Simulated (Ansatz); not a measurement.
# Al: the cost of one run

Program: Ansatz 0.2.0. Level of theory: DFT PBE+D3(BJ), scalar-relativistic, plane waves, PAW. These are calculated values, not measurements.

29 further runs of the same task are left out: 1 that didn't finish, 28 set aside as unsound or not needed.

### 1 The structure to begin with

The structure is cubic, space group Fm-3m (No. 225). The conventional cell has a = 4.048 Å, b = 4.048 Å, c = 4.048 Å, α = 90.00°, β = 90.00°, γ = 90.00°. Around Al (site symmetry m-3m) lie 12 Al at 2.86 Å.

As a file:

```cif
data_structure
_symmetry_space_group_name_H-M 'Fm-3m'
_symmetry_Int_Tables_number 225
_cell_length_a 4.0480
_cell_length_b 4.0480
_cell_length_c 4.0480
_cell_angle_alpha 90.000
_cell_angle_beta 90.000
_cell_angle_gamma 90.000
_cell_volume 66.33
loop_
_atom_site_label
_atom_site_type_symbol
_atom_site_symmetry_multiplicity
_atom_site_Wyckoff_symbol
_atom_site_fract_x
_atom_site_fract_y
_atom_site_fract_z
_atom_site_occupancy
Al1 Al 4 a 0.00000 0.00000 0.00000 1
```

The structure comes from the Crystallography Open Database.

### 5 The grid

The energy is mapped over volume and the cell's shape.

- volume per atom: 7 values from 13.26 to 18.31 Å³
- c/a of the conventional cell: 9 values from 0.629 to 1.167

Nothing else is relaxed (symmetry fixes all fractional coordinates). Energies count from the relaxed crystal. Points are written as (first, second).

(The set-up runs are not shown.)

### 6 Point (13.26 Å³, 0.680)

input.yaml

```yaml
crystal:
  lattice:
    - [0.0, 2.1366435994, 1.4522766545]
    - [2.1366435994, 0.0, 1.4522766545]
    - [2.1366435994, 2.1366435994, 0.0]
  atoms:
    - { symbol: Al, position: [0.0, 0.0, 0.0] }
basis:
  ecutwfc: 420
kpoints:
  mp_grid: { grid: [22, 22, 22] }
hamiltonian:
  xc: pbe
  pseudopotentials: { kind: paw, azcp: { folder: soft_1 } }
  dispersion: d3bj
scf:
  occupations: { method: gaussian, width: 0.15 }
output:
  forces: true
  stress: true
  eigenvalues: true
```

Run with:

```console
> ansatz run input.yaml --threads 1 --pin off --max-ram 2048MiB --backend cpu --events-out ev --progress --plain --runs-dir out
```

Q: Estimate wall time and peak memory on 1 thread of Arm Neoverse N1, shared host.

About 11 s, with a peak of 0.34 GiB.
